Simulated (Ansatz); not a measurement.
Here is an Ansatz 0.2.0 calculation.

The input input.yaml:

```yaml
crystal:
  lattice:
    - [0.0, 3.611146, 3.611146]
    - [3.611146, 0.0, 3.611146]
    - [3.611146, 3.611146, 0.0]
  atoms:
    - { symbol: Te, position: [0.25, 0.25, 0.25] }
    - { symbol: Sn, position: [0.0, 0.0, 0.0] }
hamiltonian:
  xc: r2scan
  pseudopotentials: { kind: paw }
kpoints:
  mp_grid: { grid: [7, 7, 7] }
  band_path:
    path:
      - [[0.0, 0.0, 0.0], [0.5, 0.0, 0.5], [0.5, 0.25, 0.75], [0.375, 0.375, 0.75], [0.0, 0.0, 0.0], [0.5, 0.5, 0.5], [0.625, 0.25, 0.625], [0.5, 0.25, 0.75], [0.5, 0.5, 0.5], [0.375, 0.375, 0.75]]
      - [[0.625, 0.25, 0.625], [0.5, 0.0, 0.5]]
    npoints: 14
scf:
  occupations: { method: fermi_dirac, width: 0.05 }
  n_extra_bands: 6
output:
  forces: true
  stress: true
  eigenvalues: true
  fatbands: true
  write_density: true
  write_potential: true
  elf: true
  volumetric_format: npy
```

Potentials or basis: Ansatz PAW.

Command:

```sh
$ ansatz run input.yaml --threads 2 --pin off --max-ram 5632MiB --backend cpu --events-out ev --progress --plain --runs-dir out
```

(1) Predict the pressure.

(2) Predict the band gap along the path.

## Answers

(1) -0.6 GPa.

(2) 0.16 eV, indirect (least direct gap 0.90 eV).

Caveat: the k mesh misses the band edges, so the gap on the mesh is wider than the one along the path; spin-orbit coupling is left out, which moves the levels of the heavy elements; the PAW data sets come from PBE, with cores solved anew for the run's functional, which leaves a small shift of forces and pressure.
